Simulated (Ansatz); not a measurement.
# HfN under changes of volume

One of the cells (14.793 Å³/atom); the others are scaled copies at fixed shape and fractional positions:

```xyz
2
Lattice="0.0000 2.4548 2.4548 2.4548 0.0000 2.4548 2.4548 2.4548 0.0000" Properties=species:S:1:pos:R:3 pbc="T T T"
Hf    0.0000    0.0000    0.0000
N     1.2274    1.2274    1.2274
```

The cell comes from a database or a generator and needn't be the stable form of this composition.

```yaml
Program: Ansatz 0.2.0
Functional: LDA
Potentials_or_basis: all-electron LAPW, scalar-relativistic
Cutoff: 392 eV (chosen from the basis error)
Basis_error_allowed: 0.001 eV/atom
k_mesh: 9 × 9 × 9
Occupations: fermi-dirac, width 0.05 eV
Spin: no spin polarisation
```

| volume (Å³/atom) | energy over the lowest point (meV/atom) | pressure (GPa) |
| --- | --- | --- |
| 13.906 | 0.74 | 2.8 |
| 14.201 | 0.00 | -1.8 |
| 14.497 | 7.32 | -5.9 |
| 14.793 | ? | ? |
| 15.089 | 42.72 | -12.9 |
| 15.385 | 69.30 | -15.8 |
| 15.681 | 101.04 | -18.5 |

Question: What does the run at 14.793 Å³/atom give?

Answer: Energy over the lowest point 21.83 meV/atom; pressure -9.6 GPa.

Worked out: A Birch-Murnaghan fit of order 3 (a polynomial in V^(-2/3)) to the other rows has its minimum at 14.08 Å³/atom with B0 = V·E''(V) = 217 GPa and B' = 4.5. It gives 21.81 meV/atom at 14.793 Å³/atom, against the run's 21.83, and -dE/dV = -9.6 GPa, against -9.6.

Energies are extrapolated to zero smearing.

The runs don't all hold the same shells in valence.
